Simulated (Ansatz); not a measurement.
Below is the output of a Python script on Ansatz 0.2.0 through its Python package that makes a calculation of the dielectric tensor and Born charges of KNbO₃, space group P4mm. Write a script that gives it. Settings: PBEsol, PAW, the default cutoff (420 eV here), 6×6×6 k-points, fixed occupations.

```
K Nb O
1.0
     3.99600    0.00000    0.00000
     0.00000    3.99600    0.00000
     0.00000    0.00000    4.06300
K Nb O
1 1 3
Direct
  0.00000 0.00000 0.01800
  0.50000 0.50000 0.50000
  0.50000 0.50000 0.04400
  0.50000 0.00000 0.54000
  0.00000 0.50000 0.54000
```

Output of `python run_eps.py`:
```text
DeckWarning: basis.ecutwfc = 420 eV, auto-derived from the records' recommended cutoffs: set by K (normal level)
eps_inf
[[6.139 0.    0.   ]
 [0.    6.139 0.   ]
 [0.    0.    4.997]]
Born charge tensor of K 0
[[1.139 0.    0.   ]
 [0.    1.139 0.   ]
 [0.    0.    1.19 ]]
Born charge tensor of Nb 1
[[9.106 0.    0.   ]
 [0.    9.106 0.   ]
 [0.    0.    7.007]]
Born charge tensor of O 2
[[-1.53   0.     0.   ]
 [ 0.    -1.53   0.   ]
 [ 0.     0.    -5.385]]
Born charge tensor of O 3
[[-1.738  0.     0.   ]
 [ 0.    -6.977  0.   ]
 [ 0.     0.    -1.406]]
Born charge tensor of O 4
[[-6.977  0.     0.   ]
 [ 0.    -1.738  0.   ]
 [ 0.     0.    -1.406]]
charge neutrality missed by 0.0023 e before the sum rule
```
(Warnings from the package without file and line.)

The script that was run (others could print the same):

Script `run_eps.py`:
```python
# -*- coding: utf-8 -*-
"""Response of KNbO3 to an electric field."""

import ansatz as az
import numpy as np
from pymatgen.core import Lattice, Structure
from pymatgen.io.ase import AseAtomsAdaptor


def main():
    pmg_structure = Structure(
        Lattice([(3.996, 0.0, 0.0), (0.0, 3.996, 0.0), (0.0, 0.0, 4.063)]),
        ["K", "Nb", "O", "O", "O"],
        [
            (0.0, 0.0, 0.018),
            (0.5, 0.5, 0.5),
            (0.5, 0.5, 0.044),
            (0.5, 0.0, 0.54),
            (0.0, 0.5, 0.54),
        ],
    )
    cell = az.Crystal.from_ase(AseAtomsAdaptor.get_atoms(pmg_structure))

    # an insulator: whole occupations
    setup = (
        cell.calculation()
        .functional(az.Functional.PBESOL)
        .kpoints(6, 6, 6)
        .occupations("fixed")
        .dielectric()
    )
    outcome = setup.run(threads=1, backend="cpu")
    response = outcome.dielectric
    eps = np.asarray(response.eps_inf)

    print("eps_inf")
    print(np.round(eps, 3) + 0.0)
    for index, (site, z) in enumerate(zip(outcome.lattice.sites, response.zstar_e)):
        print("Born charge tensor of", site.symbol, index)
        print(np.round(z, 3) + 0.0)
    print(f"charge neutrality missed by {response.zstar_sum_residual_pre_e:.4f} e before the sum rule")


if __name__ == "__main__":
    main()
```

The run is spin-unpolarised. The Fermi level of a run with fixed occupations marks the highest occupied state on its mesh, not mid-gap. Averages over directions belong to no single polarisation, least of all in layered crystals. The starting cell is as deposited in a crystallographic database; the results hold for this polymorph, which needn't be the stable one. This is the electronic (clamped-ion) response; a semilocal gap that is too small tends to raise it. The typed mesh is that of the SCF; the response is solved on denser meshes that the run picks. It ran for 95 s on 1 thread of Arm Neoverse V2, with other jobs on the host, peak memory 0.88 GiB.
